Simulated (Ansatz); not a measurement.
Runs of Ansatz 0.2.0 on Hf. The structure is hexagonal, space group P6/mmm (No. 191). The conventional cell has a = 4.962 Å, b = 4.962 Å, c = 3.086 Å, α = 90.00°, β = 90.00°, γ = 120.00°. Around Hf (site symmetry 6/mmm) lie 14 Hf at 3.09 to 3.25 Å. Hf (site symmetry -6m2) is surrounded by 11 Hf at 2.87 to 3.25 Å. This isn't the form of Hf at room conditions, which is hcp.

```csv
level,gap on the mesh (eV),pressure (GPa),relaxed volume (Å³/atom)
PBEsol+D3(BJ)-ATM,none,0.0,20.77
PBEsol+D3(BJ),none,0.0,(a)
PBEsol,none,0.0,21.41
PBEsol+D4,none,0.0,21.23
```

Alike in all rows: task relaxation of cell and atoms; potentials or basis Ansatz PAW; no spin polarisation; cell relaxed; k mesh 6 × 6 × 9; cutoff (eV) 420; smearing fermi-dirac 0.05 eV.

**Question.** Fill in the values left out.

**Answer.** (a) 20.66.

Caveats: the plane-wave basis is chosen anew once the cell has moved, so the energies of steps on either side of that aren't comparable; the PAW data sets come from PBE, with cores solved anew for the run's functional, which leaves a small shift of forces and pressure; pairwise dispersion overbinds metals, which lowers pressure and volume (some runs).

A k mesh can miss the band edges, and the runs leave out spin-orbit coupling on Hf.

A gap of «none» marks a metal or a gap under the smearing width.
